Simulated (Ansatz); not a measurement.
# HfN: the cost of one run

Computed with Ansatz 0.2.0 (DFT PBEsol, scalar-relativistic, plane waves, PAW, unless a step's input says otherwise).

3 further runs of the same task are left out: 3 set aside as unsound or not needed.

**1. The structure to begin with**

It takes space group P6_3mc (No. 186, hexagonal). The conventional cell has a = 3.122 Å, b = 3.122 Å, c = 6.054 Å, α = 90.00°, β = 90.00°, γ = 120.00°. Ta (site symmetry 3m) has 4 N at 1.97 to 2.09 Å as nearest neighbours. Around N (site symmetry 3m) lie 4 Ta at 1.97 to 2.09 Å.

As a file:

```xyz
4
Lattice="3.1219 0.0000 0.0000 -1.5610 2.7037 0.0000 0.0000 0.0000 6.0540" Properties=species:S:1:pos:R:3 pbc="T T T"
Ta    0.0000    1.8025    0.1825
Ta    1.5610    0.9012    3.2095
N     0.0000    1.8025    2.1483
N     1.5610    0.9012    5.1753
```

This cell was relaxed beforehand with the same method: volume 12.78 Å³/atom, gap on the mesh none (metal).

**2. Swap Ta → Hf**

HfN starts from the relaxed positions of TaN, with all lengths scaled by 1.014, a guess from tabulated radii.

**3. Probe: one point at the start (HfN)**

Contents of input.yaml:

```yaml
crystal:
  lattice:
    - [3.1647755785, 0.0, 0.0]
    - [-1.5823877893, 2.7407760483, 0.0]
    - [0.0, 0.0, 6.1370793901]
  atoms:
    - { symbol: Hf, position: [0.3333333333, 0.6666666667, 0.0301515144] }
    - { symbol: Hf, position: [0.6666666667, 0.3333333333, 0.5301515144] }
    - { symbol: "N", position: [0.3333333333, 0.6666666667, 0.3548484856] }
    - { symbol: "N", position: [0.6666666667, 0.3333333333, 0.8548484856] }
basis:
  ecutwfc: 420
kpoints:
  mp_grid: { grid: [6, 6, 4] }
hamiltonian:
  xc: pbesol
scf:
  occupations: { method: gaussian, width: 0.1 }
output:
  forces: true
  stress: true
  eigenvalues: true
```

Run with:

```sh
$ ansatz run input.yaml --threads 1 --pin off --max-ram 2560MiB --backend cpu --events-out ev --progress --plain --runs-dir out
```

**Question.** How long does this run take on 1 thread of Intel Xeon 6975P-C (Granite Rapids), shared host, and how much memory does it need?

About 2 s, with a peak of 0.35 GiB.
